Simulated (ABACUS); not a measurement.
# Ge (Fd-3m) in ABACUS: settings compared

One crystal, Ge, is run at these levels: LDA-PW92, SOGGA; tasks: band structure, equation of state.

All numbers are computed with ABACUS 3.10.1; they aren't measurements. Logs are shortened: lines on timing, memory, paths and dates and some standing lists are left out, and cuts for length are marked.

**The experiment to reproduce.**

From “Temperature-dependent photoluminescence in Ge: experiment and theory”, 2020, arxiv:2003.00143, for a bulk crystal of Ge at 0 K: band gap 0.744 eV (indirect).

From “Sub-monolayer structures of Ag overlayers on Ge(111): experimental observations and first-principles study”, 2019, arxiv:1908.00180, for a bulk crystal of Ge: bulk modulus 75.8 GPa.

The runs below are set against these values where they give the same quantity.

## (1) The structure

The structure is cubic, space group Fd-3m (No. 227). Conventional cell: a = 5.658 Å, b = 5.658 Å, c = 5.658 Å, α = 90.00°, β = 90.00°, γ = 90.00°. Ge (site symmetry -43m) is surrounded by 4 Ge at 2.45 Å.

## (2) Band structure, LDA-PW92

INPUT

```
INPUT_PARAMETERS
suffix              Ge
calculation         nscf
basis_type          pw
pseudo_dir          ./
symmetry            -1
dft_functional      LDA_X+LDA_C_PW
ecutwfc             79.0
pseudo_rcut         10
nspin               1
nbands              24
ks_solver           dav
smearing_method     fd
smearing_sigma      0.00367493
scf_thr             1e-08
scf_nmax            100
mixing_type         broyden
mixing_beta         0.7
init_chg            file
pw_diag_thr         1e-07
out_band            1
kpar                4
```

STRU

```
ATOMIC_SPECIES
Ge 72.6300 Ge.upf

LATTICE_CONSTANT
1.8897261246

LATTICE_VECTORS
0.0000000000 2.8289100000 2.8289100000
2.8289100000 0.0000000000 2.8289100000
2.8289100000 2.8289100000 0.0000000000

ATOMIC_POSITIONS
Direct

Ge
0.0
2
0.7500000000 0.7500000000 0.7500000000 1 1 1
0.5000000000 0.5000000000 0.5000000000 1 1 1
```

KPT

```
K_POINTS
12
Line
0.00000000 0.00000000 0.00000000 10 // G
0.50000000 0.00000000 0.50000000 10 // X
0.50000000 0.25000000 0.75000000 10 // W
0.37500000 0.37500000 0.75000000 10 // K
0.00000000 0.00000000 0.00000000 10 // G
0.50000000 0.50000000 0.50000000 10 // L
0.62500000 0.25000000 0.62500000 10 // U
0.50000000 0.25000000 0.75000000 10 // W
0.50000000 0.50000000 0.50000000 10 // L
0.37500000 0.37500000 0.75000000 1 // K
0.62500000 0.25000000 0.62500000 10 // U
0.50000000 0.00000000 0.50000000 1 // X
```

Potentials or basis: PseudoDojo NC SR 0.4.1 LDA standard, plane waves.

On the command line:

```console
$ OMP_NUM_THREADS=1 mpirun -np 4 abacus > log
```

running log:

```text
ABACUS v3.10.1

               Atomic-orbital Based Ab-initio Computation at UStc

 ------------------------------------------------------------------------------------

 READING GENERAL INFORMATION
                           global_out_dir = OUT.Ge/
                           global_in_card = INPUT
                               pseudo_dir = ./
                              orbital_dir =
                                    DSIZE = 4
                                    GSIZE = 1

 READING UNITCELL INFORMATION
                                    ntype = 1
                  lattice constant (Bohr) = 1.88973
              lattice constant (Angstrom) = 1

 READING ATOM TYPE 1
                               atom label = Ge
                      L=0, number of zeta = 1
                      L=1, number of zeta = 1
                      L=2, number of zeta = 1
             number of atom for this type = 2

                        TOTAL ATOM NUMBER = 2
DIRECT COORDINATES
    atom                   x                   y                   z     mag                  vx                  vy                  vz
taud_Ge1            0.7500000000        0.7500000000        0.7500000000  0.0000        0.0000000000        0.0000000000        0.0000000000
taud_Ge2            0.5000000000        0.5000000000        0.5000000000  0.0000        0.0000000000        0.0000000000        0.0000000000

                          Volume (Bohr^3) = 305.551
                             Volume (A^3) = 45.278

 Lattice vectors: (Cartesian coordinate: in unit of a_0)
                   +0            +2.82891            +2.82891
             +2.82891                  +0            +2.82891
             +2.82891            +2.82891                  +0
 Reciprocal vectors: (Cartesian coordinate: in unit of 2 pi/a_0)
            -0.176747           +0.176747           +0.176747
            +0.176747           -0.176747           +0.176747
            +0.176747           +0.176747           -0.176747
 The esolver type has been set to : ksdft_pw

                PAO radial cut off (Bohr) = 10

 Read in pseudopotential file is Ge.upf
                     pseudopotential type = NC
          exchange-correlation functional = SLA PW NOGXNOGC
                 nonlocal core correction = 1
                        valence electrons = 14
                                     lmax = 2
                           number of zeta = 3
                     number of projectors = 6
                           L of projector = 0
                           L of projector = 0
                           L of projector = 1
                           L of projector = 1
                           L of projector = 2
                           L of projector = 2
 XC functional updated to : LDA_X+LDA_C_PW
          exchange-correlation functional = LDA_X+LDA_C_PW
     initial pseudo atomic orbital number = 18

 SETUP THE ELECTRONS NUMBER
            electron number of element Ge = 14
      total electron number of element Ge = 28
            AUTOSET number of electrons:  = 28
                           occupied bands = 14
                                   NBANDS = 24
                                   NLOCAL = 18

%%%%%%%%%%%%%%%%%%%%%%%%%%%%%%%%%%%%%%%%%%%%%%%%%%%%%%%%%%%%%%%%%%%%%%%%%%%%%%%%%%%%%%%%%%%%%%%%%%%%%%%%%%
 Warning: the number of valence electrons in pseudopotential > 4 for Ge: [Ar] 3d10 4s2 4p2
 Pseudopotentials with additional electrons can yield (more) accurate outcomes, but may be less efficient.
 If you're confident that your chosen pseudopotential is appropriate, you can safely ignore this warning.
%%%%%%%%%%%%%%%%%%%%%%%%%%%%%%%%%%%%%%%%%%%%%%%%%%%%%%%%%%%%%%%%%%%%%%%%%%%%%%%%%%%%%%%%%%%%%%%%%%%%%%%%%%

 SETUP THE PLANE WAVE BASIS
 energy cutoff for charge/potential (unit:Ry) = 316
            fft grid for charge/potential = [ 45, 45, 45 ]
                        fft grid division = [ 1, 1, 1 ]
        big fft grid for charge/potential = [ 45, 45, 45 ]
                                     nbxx = 91125
                                     nrxx = 91125

 SETUP PLANE WAVES FOR CHARGE/POTENTIAL
                    number of plane waves = 29003
                         number of sticks = 1261

 PARALLEL PW FOR CHARGE/POTENTIAL
     PROC   COLUMNS(POT)             PW
        1           1261          29003
 --------------- sum -------------------
        1           1261          29003
                            number of |g| = 308
                                  max |g| = 28.584
                                  min |g| = 0

----------- Double Check Mixing Parameters Begin ------------
mixing_type: broyden
mixing_beta: 0.7
mixing_gg0: 1
mixing_gg0_min: 0.1
mixing_ndim: 8
----------- Double Check Mixing Parameters End ------------

 SETUP K-POINTS
                                    nspin = 1
                                   nkstot = 102
K-POINTS DIRECT COORDINATES
 KPOINTS    DIRECT_X    DIRECT_Y    DIRECT_Z  WEIGHT
       1  0.00000000  0.00000000  0.00000000  1.0000
       2  0.05000000  0.00000000  0.05000000  1.0000
       3  0.10000000  0.00000000  0.10000000  1.0000
       4  0.15000000  0.00000000  0.15000000  1.0000
       5  0.20000000  0.00000000  0.20000000  1.0000
       6  0.25000000  0.00000000  0.25000000  1.0000
[... 22 lines left out ...]
      29  0.40000000  0.35000000  0.75000000  1.0000
      30  0.38750000  0.36250000  0.75000000  1.0000
[... 72 further k points ...]

           k-point number in this process = 26
       minimum distributed K point number = 25

[... K-POINTS CARTESIAN COORDINATES: 26 rows ...]

[... K-POINTS DIRECT COORDINATES: 26 rows ...]

 SETUP PLANE WAVES FOR WAVE FUNCTIONS
     energy cutoff for wavefunc (unit:Ry) = 79
              fft grid for wave functions = [ 45, 45, 45 ]
                    number of plane waves = 4477
                         number of sticks = 361

 PARALLEL PW FOR WAVE FUNCTIONS
     PROC   COLUMNS(POT)             PW
        1            361           4477
 --------------- sum -------------------
        1            361           4477

 SETUP NONLOCAL PSEUDOPOTENTIALS IN PLANE WAVE BASIS
 Ge non-local projectors:
 projector 1 L=0
 projector 2 L=0
 projector 3 L=1
 projector 4 L=1
 projector 5 L=2
 projector 6 L=2
      TOTAL NUMBER OF NONLOCAL PROJECTORS = 36

 Init Non-Local PseudoPotential table :
 Init Non-Local-Pseudopotential done.

                                     npwx = 3695

 Make real space PAO into reciprocal space.
       max mesh points in Pseudopotential = 1001
     dq(describe PAO in reciprocal space) = 0.01
                                    max q = 1071

 number of pseudo atomic orbitals for Ge is 3
WARNING: norm of atomic wavefunction # 3 of atomic type Ge is 0.999832, renormalized

 -------------------------------------------
 NONSELF-CONSISTENT
 -------------------------------------------
                                 init_chg = file
 try to read charge from file
 Read in the charge density: OUT.Ge//Ge-CHARGE-DENSITY.restart

 PW ALGORITHM --------------- ION=   1  ELEC=   1--------------------------------

 k(1/102) Iter steps (avg)=10 threshold=1e-07
 k(2/102) Iter steps (avg)=9 threshold=1e-07
 k(3/102) Iter steps (avg)=9 threshold=1e-07
 k(4/102) Iter steps (avg)=9 threshold=1e-07
 k(5/102) Iter steps (avg)=9 threshold=1e-07
 k(6/102) Iter steps (avg)=10 threshold=1e-07
 k(7/102) Iter steps (avg)=11 threshold=1e-07
 k(8/102) Iter steps (avg)=16 threshold=1e-07
 k(9/102) Iter steps (avg)=11 threshold=1e-07
 k(10/102) Iter steps (avg)=10 threshold=1e-07
[... 6 lines left out ...]
 k(17/102) Iter steps (avg)=12 threshold=1e-07
 k(18/102) Iter steps (avg)=14 threshold=1e-07
 k(19/102) Iter steps (avg)=15 threshold=1e-07
 k(20/102) Iter steps (avg)=13 threshold=1e-07
 k(21/102) Iter steps (avg)=12 threshold=1e-07
 k(22/102) Iter steps (avg)=12 threshold=1e-07
 k(23/102) Iter steps (avg)=13 threshold=1e-07
 k(24/102) Iter steps (avg)=13 threshold=1e-07
 k(25/102) Iter steps (avg)=12 threshold=1e-07
 k(26/102) Iter steps (avg)=11 threshold=1e-07
[... levels at 26 k points of this process ...]

 Density error is 0.00000000000
                          Error Threshold = 1.00000000000e-07
----------------------------------------------------------
     Energy           Rydberg                 eV
----------------------------------------------------------
 E_KohnSham     -356.9469411458      -4856.5122832533
 E_KS(sigma->0) -356.9466333474      -4856.5080954416
 E_Harris       -356.9469411458      -4856.5122832533
 E_band         -20.7935093282       -282.9102082799
 E_one_elec     -184.3119147147      -2507.6922494104
 E_Hartree      110.7258084167       1506.5019101230
 E_xc           -85.8594610479       -1168.1778974604
 E_Ewald        -197.5007582031      -2687.1356708822
 E_entropy(-TS) -0.0006155967        -0.0083756233
 E_descf        0.0000000000         0.0000000000
 E_exx          0.0000000000         0.0000000000
 E_Fermi        0.6805973141         9.2600015158
----------------------------------------------------------

 charge density convergence is achieved
 final etot is -4856.5122833 eV
 EFERMI = 9.2600015158 eV

 STATE ENERGY(eV) AND OCCUPATIONS    NSPIN == 1
 1/26 kpoint (Cartesian) = 0.0000 0.0000 0.0000 (3695 pws)
       1       -15.7024      0.0196078
       2       -15.7024      0.0196078
       3       -15.7024      0.0196078
       4       -15.6659      0.0196078
       5       -15.6659      0.0196078
       6       -15.4552      0.0196078
[... 16 lines left out ...]
      23        19.9688        0.00000
      24        19.9688        0.00000

 2/26 kpoint (Cartesian) = 0.0000 0.017675 0.0000 (3643 pws)
       1       -15.7044      0.0196078
       2       -15.7034      0.0196078
       3       -15.7034      0.0196078
       4       -15.6644      0.0196078
       5       -15.6612      0.0196078
       6       -15.4645      0.0196078
[... 16 lines left out ...]
      23        20.0535        0.00000
      24        20.4916        0.00000

 3/26 kpoint (Cartesian) = 0.0000 0.035349 0.0000 (3623 pws)
       1       -15.7082      0.0196078
       2       -15.7061      0.0196078
       3       -15.7061      0.0196078
       4       -15.6601      0.0196078
       5       -15.6497      0.0196078
       6       -15.4805      0.0196078
[... 16 lines left out ...]
      23        20.3085        0.00000
      24        21.0842        0.00000

 4/26 kpoint (Cartesian) = 0.0000 0.053024 0.0000 (3627 pws)
       1       -15.7108      0.0196078
       2       -15.7103      0.0196078
       3       -15.7103      0.0196078
       4       -15.6531      0.0196078
       5       -15.6343      0.0196078
       6       -15.4994      0.0196078
[... 16 lines left out ...]
      23        20.7356        0.00000
      24        21.5890        0.00000

 5/26 kpoint (Cartesian) = 0.0000 0.070699 0.0000 (3623 pws)
       1       -15.7153      0.0196078
       2       -15.7153      0.0196078
       3       -15.7110      0.0196078
       4       -15.6436      0.0196078
       5       -15.6165      0.0196078
       6       -15.5202      0.0196078
[... 16 lines left out ...]
      23        21.3370        0.00000
      24        22.1416        0.00000

 6/26 kpoint (Cartesian) = 0.0000 0.088373 0.0000 (3615 pws)
       1       -15.7206      0.0196078
       2       -15.7206      0.0196078
       3       -15.7084      0.0196078
       4       -15.6318      0.0196078
       5       -15.5970      0.0196078
       6       -15.5423      0.0196078
[... 16 lines left out ...]
      23        22.1130        0.00000
      24        22.8072        0.00000

[... levels at 20 further k points ...]

 --------------------------------------------
 !FINAL_ETOT_IS -4856.512283253275 eV
 --------------------------------------------

 Output bands in file: OUT.Ge/BANDS_1.dat
```

Run time: 4.8 s. Hardware: 4 MPI ranks of AMD EPYC 9R45 (Zen 5), shared host; peak memory 0.48 GiB.

Levels at the corners of the path, in eV from the Fermi level:
| point | band 12 | band 13 | band 14 | band 15 | band 16 | band 17 |
| --- | --- | --- | --- | --- | --- | --- |
| Γ | -0.17 | 0.02 | 0.02 | 0.02 | 2.55 | 2.55 |
| X | -8.92 | -3.05 | -3.05 | 0.69 | 0.69 | 9.43 |
| W | -8.82 | -3.89 | -3.89 | 4.26 | 4.26 | 4.67 |
| K | -8.33 | -4.33 | -2.61 | 1.09 | 4.03 | 7.12 |
| Γ | -0.17 | 0.02 | 0.02 | 0.02 | 2.55 | 2.55 |
| L | -7.62 | -1.38 | -1.38 | 0.07 | 3.74 | 3.74 |
| U | -8.33 | -4.33 | -2.61 | 1.09 | 4.03 | 7.12 |
| W | -8.82 | -3.89 | -3.89 | 4.26 | 4.26 | 4.67 |
| L | -7.62 | -1.38 | -1.38 | 0.07 | 3.74 | 3.74 |
| K | -8.33 | -4.33 | -2.61 | 1.09 | 4.03 | 7.12 |
| U | -8.33 | -4.33 | -2.61 | 1.09 | 4.03 | 7.12 |
| X | -8.92 | -3.05 | -3.05 | 0.69 | 0.69 | 9.43 |

Caveat: the density is read from an earlier self-consistent run, whose mesh may be coarse.

[end of part 1 of 2]
